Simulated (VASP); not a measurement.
# Cu: relaxation of the atoms with PBEsol+U

Cu:

```
Cu
1.0
    -1.42329    1.42329    1.35748
     1.42329   -1.42329    1.35748
     1.42329    1.42329   -1.35748
Cu
1
Direct
  0.00000 0.00000 0.00000
```

This isn't the form of Cu at room conditions, which is fcc.

The cell isn't the ideal one: volume scaled by 0.96.

- Program: VASP 6.6.1
- Task: relaxation of the atoms
- Functional: PBEsol
- Potentials or basis: VASP PAW PBE potentials, release 64 (Cu)
- Cutoff: 520 eV
- k mesh: 13 × 13 × 13
- Occupations: methfessel-paxton, width 0.1 eV
- Spin: no spin polarisation
- Hubbard terms: Cu d U = 7 eV
- Optimiser: vasp
- Further INCAR settings: LASPH = .FALSE.; ALGO = Normal; EDIFF = 1.00e-06; IBRION = 3; POTIM = 0.200000; EDIFFG = -1.00e-02; NSW = 60

```
Pressure after relaxing : 0.4 GPa
Band gap on the k mesh  : none (metal or under the smearing width)
```

Stress tensor (GPa, compression positive):
```
 0.84  0.00  0.00
 0.00  0.84  0.00
 0.00  0.00 -0.56
```

Final structure:
```yaml
crystal:
  lattice:
    - [-1.42329, 1.42329, 1.35748]
    - [1.42329, -1.42329, 1.35748]
    - [1.42329, 1.42329, -1.35748]
  atoms:
    - { symbol: Cu, position: [0.00000, 0.00000, 0.00000] }
```

Levels at points of the mesh, in eV from the Fermi level:
```csv
k point,band 2,band 3,band 4,band 5,band 6,band 7,band 8,band 9
"(0.00, 0.00, 0.00)",-4.90,-4.70,-4.70,-3.77,-3.56,25.92,25.92,27.16
```

Eigenvalues of the final occupation matrices:
```
    site  spin  trace               eigenvalues
site 1 d     1   4.72  0.94 0.94 0.94 0.95 0.95
site 1 d     2   4.72  0.94 0.94 0.94 0.95 0.95
```

Run time: 14 s on 1 thread of Intel(R) Xeon(R) 6975P-C (Granite Rapids), on a shared host, peak memory 0.12 GiB.

Caveat: the relaxation stopped at its first step, so nothing moved; the PAW data sets were made with another functional, which shifts forces and pressure a little; U without spin polarisation on a metal has little footing; the U is typed as a test and isn't derived for this compound.
